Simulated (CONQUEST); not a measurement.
# Ir (P-1) in CONQUEST: convergence with smearing width

Aim: find how far smearing width must go before the results for Ir settle, at PBE. This setting moves, with any that are tied to it; all else stays.

All numbers are computed with CONQUEST 1.3; they aren't measurements. Logs are shortened: lines on timing, memory, paths and dates and some standing lists are left out, and cuts for length are marked.

### Step 1. The cell of the first run

The typed cell holds 2 atoms: a = 2.709 Å, b = 2.709 Å, c = 3.831 Å, α = 90.00°, β = 90.00°, γ = 90.00°.

The cell isn't the ideal one: atoms moved at random.

### Step 2. With smearing width 0.4 eV

Conquest_input

```
IO.Title Ir
IO.Coordinates coords.dat
IO.FractionalAtomicCoords T
IO.Iprint 2
IO.Iprint_init 1
General.NumberOfSpecies 1
General.PseudopotentialType hamann
AtomMove.TypeOfRun static
AtomMove.FullStress T
Grid.GridCutoff 120
DM.SolutionMethod diagon
Diag.MPMesh T
Diag.GammaCentred T
Diag.MPMeshX 7
Diag.MPMeshY 7
Diag.MPMeshZ 5
Diag.kT 0.01469973
minE.SCTolerance 1e-6
SC.MaxIters 100
IO.AtomChargeOutput T
%block ChemicalSpeciesLabel
1 192.220 Ir
%endblock
```

coords.dat

```
    5.1193956281     0.0000000000     0.0000000000
    0.0000000000     5.1193956281     0.0000000000
    0.0000000000     0.0000000000     7.2399187287
2
  0.0049770000   0.0070620000  -0.0004580000 1 T T T
  0.4936570000   0.4993660000   0.5072820000 1 T T T
```

Potentials or basis: PseudoDojo NC PBE, DZP, grid cutoff 120 Ha.

On the command line:

```sh
OMP_NUM_THREADS=1 Conquest
```

Run time: 55 s. Hardware: 1 thread of AMD EPYC 7R43 (Zen 3), shared host; peak memory 0.52 GiB.

Results:

* Free energy: -6267.0376 eV
* Pressure: 23.5 GPa
* Largest force: 0.661 eV/Å
* Band gap on the k mesh: none (metal or under the smearing width)

### Step 3. With smearing width 0.3 eV

Changes to Conquest_input since step 2:

```diff
@@ -16,3 +16,3 @@
 Diag.MPMeshZ 5
-Diag.kT 0.01469973
+Diag.kT 0.01102480
 minE.SCTolerance 1e-6
```

coords.dat is that of step 2.

Potentials or basis: PseudoDojo NC PBE, DZP, grid cutoff 120 Ha.

On the command line:

```sh
OMP_NUM_THREADS=1 Conquest
```

It took 54 s on 1 thread of AMD EPYC 7R43 (Zen 3), shared host; peak memory 0.52 GiB.

It converged, with:

```
Free energy            : -6266.8205 eV
Pressure               : 21.3 GPa
Largest force          : 0.676 eV/Å
Band gap on the k mesh : none (metal or under the smearing width)
```

### Step 4. With smearing width 0.2 eV

Changes to Conquest_input since step 3:

```diff
@@ -16,3 +16,3 @@
 Diag.MPMeshZ 5
-Diag.kT 0.01102480
+Diag.kT 0.00734986
 minE.SCTolerance 1e-6
```

coords.dat is that of step 3.

On the command line:

```sh
OMP_NUM_THREADS=1 Conquest
```

It took 54 s on 1 thread of AMD EPYC 7R43 (Zen 3), shared host; peak memory 0.53 GiB.

Results (log left out):

| Property | Result |
| --- | --- |
| Free energy | -6266.6671 eV |
| Pressure | 19.8 GPa |
| Largest force | 0.700 eV/Å |
| Band gap on the k mesh | none (metal or under the smearing width) |

### Step 5. With smearing width 0.1 eV

Changes to Conquest_input since step 4:

```diff
@@ -16,3 +16,3 @@
 Diag.MPMeshZ 5
-Diag.kT 0.00734986
+Diag.kT 0.00367493
 minE.SCTolerance 1e-6
```

coords.dat is that of step 4.

On the command line:

```sh
OMP_NUM_THREADS=1 Conquest
```

Run time: 55 s. Hardware: 1 thread of AMD EPYC 7R43 (Zen 3), shared host; peak memory 0.53 GiB.

The run converged. Its results:

* Free energy: -6266.5789 eV
* Pressure: 18.8 GPa
* Largest force: 0.733 eV/Å
* Band gap on the k mesh: none (metal or under the smearing width)

### Step 6. With smearing width 0.05 eV

Changes to Conquest_input since step 5:

```diff
@@ -16,3 +16,3 @@
 Diag.MPMeshZ 5
-Diag.kT 0.00367493
+Diag.kT 0.00183747
 minE.SCTolerance 1e-6
```

coords.dat is that of step 5.

Potentials or basis: PseudoDojo NC PBE, DZP, grid cutoff 120 Ha.

On the command line:

```sh
OMP_NUM_THREADS=1 Conquest
```

It took 54 s on 1 thread of AMD EPYC 7R43 (Zen 3), shared host; peak memory 0.52 GiB.

The run converged. Its results:

| Quantity | Value |
| --- | --- |
| Free energy | -6266.5585 eV |
| Pressure | 18.6 GPa |
| Largest force | 0.744 eV/Å |
| Band gap on the k mesh | none (metal or under the smearing width) |

### Step 7. With smearing width 0.025 eV

Changes to Conquest_input since step 6:

```diff
@@ -16,3 +16,3 @@
 Diag.MPMeshZ 5
-Diag.kT 0.00183747
+Diag.kT 0.00091873
 minE.SCTolerance 1e-6
```

coords.dat is that of step 6.

On the command line:

```sh
OMP_NUM_THREADS=1 Conquest
```

It took 54 s on 1 thread of AMD EPYC 7R43 (Zen 3), shared host; peak memory 0.53 GiB.

It converged, with:

| Quantity | Value |
| --- | --- |
| Free energy | -6266.5537 eV |
| Pressure | 18.6 GPa |
| Largest force | 0.752 eV/Å |
| Band gap on the k mesh | none (metal or under the smearing width) |

### Step 8. With smearing width 0.01 eV

Changes to Conquest_input since step 7:

```diff
@@ -16,3 +16,3 @@
 Diag.MPMeshZ 5
-Diag.kT 0.00091873
+Diag.kT 0.00036749
 minE.SCTolerance 1e-6
```

coords.dat is that of step 7.

On the command line:

```sh
OMP_NUM_THREADS=1 Conquest
```

It took 53 s on 1 thread of AMD EPYC 7R43 (Zen 3), shared host; peak memory 0.52 GiB.

It converged, with:

- Free energy: -6266.5527 eV
- Pressure: 18.6 GPa
- Largest force: 0.762 eV/Å
- Band gap on the k mesh: none (metal or under the smearing width)

### Step 9. With smearing width 0.005 eV

Changes to Conquest_input since step 8:

```diff
@@ -16,3 +16,3 @@
 Diag.MPMeshZ 5
-Diag.kT 0.00036749
+Diag.kT 0.00018375
 minE.SCTolerance 1e-6
```

coords.dat is that of step 8.

Potentials or basis: PseudoDojo NC PBE, DZP, grid cutoff 120 Ha.

On the command line:

```sh
OMP_NUM_THREADS=1 Conquest
```

What it wrote:

```text
Simulation cell dimensions:     5.1194 a0 x     5.1194 a0 x     7.2399 a0

      Atomic coordinates (a0)
         Atom         X         Y         Z  Species
            1    0.0255    0.0362    7.2366        1
            2    2.5272    2.5565    3.6727        1

         Monkhorst-Pack mesh:   7 x   7 x   5 gamma-centred
        This calculation includes non-local pseudopotentials,
         with a maximum core radius of      7.12782221

    Job title: Ir
    Job to be run: static calculation

[... 5 lines left out ...]
      Using Fermi-Dirac smearing

    Integration grid size:     32 x   32 x   36

    Integration grid spacing:  0.160 a0 x 0.160 a0 x 0.201 a0

    Number of species:  1
    --------------------------------------------------------
    |   #  mass (au)  Charge (e)  SF Rad (a0)  NSF  Label  |
    --------------------------------------------------------
    |   1    192.220      17.000        7.441   19  Ir     |
    --------------------------------------------------------
          SCF tolerance:                 0.00000100
          SCF iterations:               100

    The functional used will be GGA PBE96

           radial cut-off to be used is taken to be max PAO cut-off radius for this species:    7.127822

           greatest ang. mom. for making density from PAOs:  2
    Minimum blocs/proc is      576. Maximum blocs/proc is      576
    set_atom_dens: In set_atomic_density, electrons :      34.000000000000
 matrix_size & matrix_size_padH =           38          38

    Screened ion int: energy:    -172.676468338803 Ha

    new_SC_potl: Starting.  Tolerance:  0.10000E-05

    PulayMixSC: Starting Pulay mixing, A_up =  0.500 A_dn =  0.500
    PulayMixSC: Spin non-polarised calculation.
          Harris-Foulkes Energy            :      -230.295387226708499 Ha
          GroundState Energy (E-(1/2)TS)   :      -230.295389323739641 Ha
          Free Energy (E-TS)               :      -230.295391420770784 Ha
          DFT Total Energy                 :      -230.288376567583811 Ha
          Total number of electrons        :        33.999999999999922
    PulayMixSC: Pulay iteration     1 residual:              0.18773E-02
          Harris-Foulkes Energy            :      -230.291577945042718 Ha
          GroundState Energy (E-(1/2)TS)   :      -230.291579659359371 Ha
          Free Energy (E-TS)               :      -230.291581373676024 Ha
          DFT Total Energy                 :      -230.291523022591718 Ha
          Total number of electrons        :        34.000014307797485
    PulayMixSC: Pulay iteration     2 residual:              0.69652E-03
          Harris-Foulkes Energy            :      -230.291554677822461 Ha
          GroundState Energy (E-(1/2)TS)   :      -230.291556391042548 Ha
          Free Energy (E-TS)               :      -230.291558104262606 Ha
          DFT Total Energy                 :      -230.291554206093593 Ha
          Total number of electrons        :        34.000024422026968
    PulayMixSC: Pulay iteration     3 residual:              0.21554E-03
          Harris-Foulkes Energy            :      -230.291555553640535 Ha
          GroundState Energy (E-(1/2)TS)   :      -230.291557284734637 Ha
          Free Energy (E-TS)               :      -230.291559015828739 Ha
          DFT Total Energy                 :      -230.291555452850616 Ha
          Total number of electrons        :        34.000028826118836
    PulayMixSC: Pulay iteration     4 residual:              0.58463E-05
          Harris-Foulkes Energy            :      -230.291555804871592 Ha
          GroundState Energy (E-(1/2)TS)   :      -230.291557533524013 Ha
          Free Energy (E-TS)               :      -230.291559262176435 Ha
          DFT Total Energy                 :      -230.291554902767018 Ha
          Total number of electrons        :        34.000027804426495
    PulayMixSC: Pulay iteration     5 residual:              0.91888E-05
          Harris-Foulkes Energy            :      -230.291555464317327 Ha
          GroundState Energy (E-(1/2)TS)   :      -230.291557192448323 Ha
          Free Energy (E-TS)               :      -230.291558920579320 Ha
          DFT Total Energy                 :      -230.291555430471874 Ha
          Total number of electrons        :        34.000027709945726
    PulayMixSC: Pulay iteration     6 residual:              0.20097E-05
          Harris-Foulkes Energy            :      -230.291555655269804 Ha
          GroundState Energy (E-(1/2)TS)   :      -230.291557383117976 Ha
          Free Energy (E-TS)               :      -230.291559110966148 Ha
          DFT Total Energy                 :      -230.291555655197840 Ha
          Total number of electrons        :        34.000027197625016
    PulayMixSC: Pulay iteration     7 residual:              0.22842E-06
    PulayMixSC: Reached SCF tolerance of  0.22842E-06 after      7 iterations
      | Number of electrons      =        34.000027
      |* band energy as 2Tr[K.H] =       -45.668076236905897 Ha
      |  screened ion-ion energy =      -172.676468338802863 Ha
      |  Ha correction           =         0.583806625645261 Ha
      |  XC correction           =       -12.530817776962209 Ha
      | GS Energy as E-(1/2)TS   =      -230.291557383117976 Ha
      | Free Energy as E-TS      =      -230.291559110966148 Ha
      |* Harris-Foulkes energy   =      -230.291555655269804 Ha
      |* DFT total energy        =      -230.291555655197840 Ha
      |  estimated accuracy      =        -0.000000000071964 Ha

    force: Forces on atoms (Ha/a0)
    force:  Atom   X              Y              Z
    force:     1  -0.0060988713  -0.0041828376   0.0128599680
    force:     2   0.0061957230   0.0041487782  -0.0126859102

    force: Maximum force :        0.01285997(Ha/a0) on atom         1 in z direction
    force: Force Residual:        0.01477503 Ha/a0
    force: Total stress:        -16.42116364    -0.19063296     0.38006746 GPa
                            -0.19063296   -16.40611761     0.26212446
                             0.38006746     0.26212446   -22.83125204
    force: Average pressure:     18.55284443 GPa

    force: Finished force
    get_E_and_F: Change in energy during last step of electronic optimisation: -0.19095E-06

    BIBLIOGRAPHY: Please consider citing the following references in the conquest.bib file

    CONQUEST:         Bowler2002pt, Miyazaki2004, Nakata2020
    Basis:            Bowler2019
    DM:               Bowler:2006xr
    Pseudopotentials: Hamann2013, Bowler2019
    XC functional:    Perdew1996
```

Wall time 54 s (1 thread of AMD EPYC 7R43 (Zen 3), shared host); peak memory 0.53 GiB.

What came out:

```
Free energy            : -6266.5526 eV
Pressure               : 18.6 GPa
Largest force          : 0.763 eV/Å
Band gap on the k mesh : none (metal or under the smearing width)
```

### Step 10. Result

| smearing width | energy less the tightest run, at zero smearing (meV/atom) | pressure (GPa) | largest force (eV/Å) | SCF cycles | CPU time (s) | peak memory (GiB) |
| --- | --- | --- | --- | --- | --- | --- |
| 0.4 eV | 5.62 | 23.48 | 0.661 | 7 | 55 | 0.52 |
| 0.3 eV | 5.11 | 21.34 | 0.676 | 7 | 54 | 0.52 |
| 0.2 eV | 3.19 | 19.76 | 0.700 | 7 | 54 | 0.53 |
| 0.1 eV | 0.76 | 18.82 | 0.733 | 7 | 55 | 0.53 |
| 0.05 eV | 0.30 | 18.63 | 0.744 | 7 | 54 | 0.52 |
| 0.025 eV | 0.13 | 18.57 | 0.752 | 7 | 54 | 0.53 |
| 0.01 eV | -0.01 | 18.55 | 0.762 | 7 | 53 | 0.52 |
| 0.005 eV | 0.00 | 18.55 | 0.763 | 7 | 54 | 0.53 |

Against the tightest run, the energy stays within 1 meV/atom from 0.1 eV on; the pressure stays within 0.1 GPa from 0.05 eV on; the largest force stays within 0.005 eV/Å from 0.01 eV on. Narrower smearing needs a denser k mesh, so at a fixed mesh the narrowest width isn't the most accurate. The tightest run that finished is the yardstick and may itself not be fully converged.

Caveats: the basis of atomic orbitals isn't converged, which shifts pressures, moduli and gaps.
